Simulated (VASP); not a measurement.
# VASP 6.6.1 run: BeTe

INCAR

```
LCHARG = .FALSE.
NELM = 62
NBANDS = 11
LASPH = .TRUE.
LREAL = .FALSE.
ISMEAR = 0
AMIX = 0.2
LWAVE = .FALSE.
NSW = 0
PREC = Accurate
SIGMA = 0.01
ALGO = Normal
METAGGA = R2SCAN
ENCUT = 520
ISIF = 2
BMIX = 0.0001
EDIFF = 0.001
IBRION = -1
```

KPOINTS

```
KPOINTS created by Atomic Simulation Environment
0
Gamma
8 8 8
0 0 0
```

POSCAR

```
Be Te
 1.0000000000000000
    -0.0000000000000000    2.8286236223570662    2.8286236223570662
     2.8286236223570662    0.0000000000000000    2.8286236223570662
     2.8286236223570662    2.8286236223570662    0.0000000000000000
 Be  Te
   1   1
Cartesian
  0.0000000000000000  0.0000000000000000  0.0000000000000000
  1.4143118111785331  1.4143118111785331  1.4143118111785331
```

The recommended PBE PAW datasets give the neutral cell 8 valence electrons.

Command

```
mpirun -np 1 vasp_std
```

How does this run end, and what does it give?

It converged. Results: gap between bands v and c on the k mesh 2.36 eV; least direct gap on the k mesh 4.02 eV; pressure 0.0 GPa. Band v is the last that the valence electrons fill when counted band by band, and c is the next.

OSZICAR

```
N       E                     dE             d eps       ncg     rms          rms(c)
DAV:   1    -0.332285232608E+01   -0.33229E+01   -0.33031E+03   638   0.595E+02
DAV:   2    -0.305302692225E+02   -0.27207E+02   -0.25339E+02   844   0.942E+01
DAV:   3    -0.317751380392E+02   -0.12449E+01   -0.12415E+01   834   0.213E+01
DAV:   4    -0.317868557244E+02   -0.11718E-01   -0.11716E-01   736   0.238E+00
DAV:   5    -0.317870647860E+02   -0.20906E-03   -0.20906E-03   819   0.322E-01    0.456E+00
DAV:   6    -0.306872433006E+02    0.10998E+01   -0.13839E-01   656   0.254E+00    0.403E+00
DAV:   7    -0.306876825098E+02   -0.43921E-03   -0.23537E-01   739   0.245E+00    0.794E-01
DAV:   8    -0.306813177420E+02    0.63648E-02   -0.16716E-02   707   0.610E-01    0.103E+00
DAV:   9    -0.306846155617E+02   -0.32978E-02   -0.49131E-03   735   0.483E-01    0.400E-01
DAV:  10    -0.306849036413E+02   -0.28808E-03   -0.58949E-04   378   0.144E-01
   1 F= -.30684904E+02 E0= -.30684904E+02  d E =-.315636E-14
```

For comparison, a separate r²SCAN run of the intended cell, on usual settings and not on those above, gives a gap of 2.37 eV on its mesh and a pressure of 0.2 GPa.
